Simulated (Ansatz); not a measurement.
# CoO: the cost of one run

Computed with Ansatz 0.2.0 (DFT LDA+U (U_eff = 4 eV on Co d), plane waves, PAW, unless a step's input says otherwise).

### 1 The system as given

It takes space group P4_2/mmc (No. 131, tetragonal). Conventional cell: a = 3.446 Å, b = 3.446 Å, c = 4.290 Å, α = 90.00°, β = 90.00°, γ = 90.00°. Co (site symmetry mmm) has 4 O at 2.03 Å in its first shell of neighbours. Around O (site symmetry -4m2) lie 4 Co at 2.03 Å.

Coordinates:

```
CELL_PARAMETERS angstrom
3.44615 0.00000 0.00000
0.00000 3.44615 0.00000
0.00000 0.00000 4.29046
ATOMIC_POSITIONS crystal
Co 0.00000 0.50000 0.00000
Co 0.50000 0.00000 0.50000
O 0.00000 0.00000 0.25000
O 0.00000 0.00000 0.75000
```

An earlier series on this cell reached its lowest free state from «ferromagnetic start, free, natural orbitals of the symmetric run filled by rank», perhaps among other starts.

### 2 Total moment held at first, then free, 3.00 μB per cell

The input, input.yaml:

```yaml
crystal:
  lattice:
    - [3.44614992, 0.0, 0.0]
    - [0.0, 3.44614992, 0.0]
    - [0.0, 0.0, 4.29046473]
  atoms:
    - { symbol: Co, position: [0.0, 0.5, 0.0], spin: 1.5 }
    - { symbol: Co, position: [0.5, 0.0, 0.5], spin: 1.5 }
    - { symbol: O, position: [0.0, 0.0, 0.25] }
    - { symbol: O, position: [0.0, 0.0, 0.75] }
basis:
  ecutwfc: 420
  ecutrho_ratio: 4
kpoints:
  mp_grid: { grid: [6, 6, 5] }
hamiltonian:
  xc: lda
  hubbard:
    sites: [{ site: 0, l: d, u_eff: 4.0 }, { site: 1, l: d, u_eff: 4.0 }]
scf:
  occupations: { method: gaussian, width: 0.05 }
  lower_state_search: "off"
  max_iter: 150
output:
  forces: true
  stress: true
  eigenvalues: true
  populations: true
  hubbard: { sites: [{ site: 0, l: d }, { site: 1, l: d }] }
magnetization:
  spin_polarized: true
  initial_magnetization: 3.0
  spin_locking: { lock_magnetization: soft, n_iters: 6 }
```

The lock is temporary (n_iters 6) and is released on the way.

Started as:

```
$ ansatz run input.yaml --threads 2 --pin off --max-ram 3072MiB --backend cpu --events-out ev --progress --plain --runs-dir out
```

Q: Estimate wall time and peak memory on 2 threads of Intel Xeon 6975P-C (Granite Rapids), shared host.

About 3.1 s, with a peak of 0.43 GiB.
